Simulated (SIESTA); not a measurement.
Crystal: Hf.

```xyz
2
Lattice="3.1967 0.0000 0.0000 -1.5983 2.7684 0.0000 0.0000 0.0000 5.0578" Properties=species:S:1:pos:R:3 pbc="T T T"
Hf    1.5984    0.9228    3.7934
Hf    0.0000    1.8456    1.2645
```

- Program: SIESTA 5.4.2
- Task: single point
- Functional: PBEsol
- Potentials or basis: PseudoDojo 0.4 standard (PBEsol files)
- Basis: DZP (energy shift 0.003 Ry; two zetas on semicore shells)
- Grid cutoff: 800 Ry
- Energy shift: 0.003 Ry
- k mesh: 10 × 10 × 5
- Occupations: fermi-dirac, width 0.05 eV
- Spin: no spin polarisation

On this cell: pressure -3.5 GPa; largest force under 0.003 eV/Å; band gap on the k mesh none (metal or under the smearing width).

The same run follows on a disturbed copy (atoms moved at random, drawn with an rms of 0.05 Å):

```
Hf
1.0
     3.19670    0.00000    0.00000
    -1.59835    2.76842    0.00000
     0.00000    0.00000    5.05780
Hf
2
Direct
  0.67080 0.34630 0.75451
  0.32565 0.67287 0.24668
```

Question: What does the disturbed cell give?

Answer: The energy (extrapolated to zero smearing) moves by +2.2 meV/atom; pressure -3.5 GPa; largest force 0.172 eV/Å; band gap on the k mesh none (metal or under the smearing width).

Forces on the atoms (eV/Å):
```
Hf  -0.064 -0.044 -0.154
Hf   0.064  0.044  0.154
```

Stress tensor (GPa, compression positive):
```
-3.16  0.24  0.06
 0.24 -3.50  0.04
 0.06  0.04 -3.75
```

Caveats: short orbitals over semicore shells can move pressures by several GPa; the basis of atomic orbitals isn't converged, which shifts pressures, moduli and gaps.
